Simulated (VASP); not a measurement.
## HgSe: band structure with PBE

Crystal: HgSe.

```
Hg Se
1.0
     0.00000    3.03900    3.03900
     3.03900    0.00000    3.03900
     3.03900    3.03900    0.00000
Hg Se
1 1
Direct
  0.00000 0.00000 0.00000
  0.75000 0.75000 0.75000
```

| Property | Result |
| --- | --- |
| Program | VASP 6.6.1 |
| Task | band structure |
| Functional | PBE |
| Potentials or basis | VASP PAW PBE potentials, release 54 (Hg, Se) |
| Cutoff | 500 eV |
| k mesh | 8 × 8 × 8 |
| Occupations | fermi-dirac, width 0.05 eV |
| Spin | no spin polarisation |
| Further INCAR settings | ALGO = Normal; EDIFF = 1e-07 |

* Band gap along the path: none (metal or under the smearing width)

Levels at the corners of the path, in eV from the Fermi level:
```csv
point,band 6,band 7,band 8,band 9,band 10,band 11,band 12,band 13
Γ,-6.49,-0.99,-0.06,-0.06,-0.06,5.43,5.43,5.43
X,-6.12,-5.16,-2.37,-2.37,2.73,2.94,8.44,9.80
X,-6.12,-5.16,-2.37,-2.37,2.73,2.94,8.44,9.80
W,-5.87,-5.37,-2.81,-2.49,3.58,5.08,6.05,7.42
W,-5.87,-5.37,-2.81,-2.49,3.58,5.08,6.05,7.42
K,-5.96,-5.32,-2.96,-1.95,2.88,4.44,7.92,8.19
K,-5.96,-5.32,-2.96,-1.95,2.88,4.44,7.92,8.19
Γ,-6.49,-0.99,-0.06,-0.06,-0.06,5.43,5.43,5.43
Γ,-6.49,-0.99,-0.06,-0.06,-0.06,5.43,5.43,5.43
L,-6.17,-5.59,-1.03,-1.03,1.06,6.20,6.20,6.97
L,-6.17,-5.59,-1.03,-1.03,1.06,6.20,6.20,6.97
U,-5.96,-5.32,-2.96,-1.95,2.88,4.44,7.92,8.19
U,-5.96,-5.32,-2.96,-1.95,2.88,4.44,7.92,8.19
W,-5.87,-5.37,-2.81,-2.49,3.58,5.08,6.05,7.42
W,-5.87,-5.37,-2.81,-2.49,3.58,5.08,6.05,7.42
L,-6.17,-5.59,-1.03,-1.03,1.06,6.20,6.20,6.97
L,-6.17,-5.59,-1.03,-1.03,1.06,6.20,6.20,6.97
K,-5.96,-5.32,-2.96,-1.95,2.88,4.44,7.92,8.19
U,-5.96,-5.32,-2.96,-1.95,2.88,4.44,7.92,8.19
X,-6.12,-5.16,-2.37,-2.37,2.73,2.94,8.44,9.80
```

Run time: 19 s on 1 thread of Intel(R) Xeon(R) 6975P-C (Granite Rapids), on a shared host, peak memory 0.22 GiB.

Caveat: the log is that of the step along the path at fixed density, whose energy, stress, charges and moments have no meaning; spin-orbit coupling is left out, which moves the levels of the heavy elements.
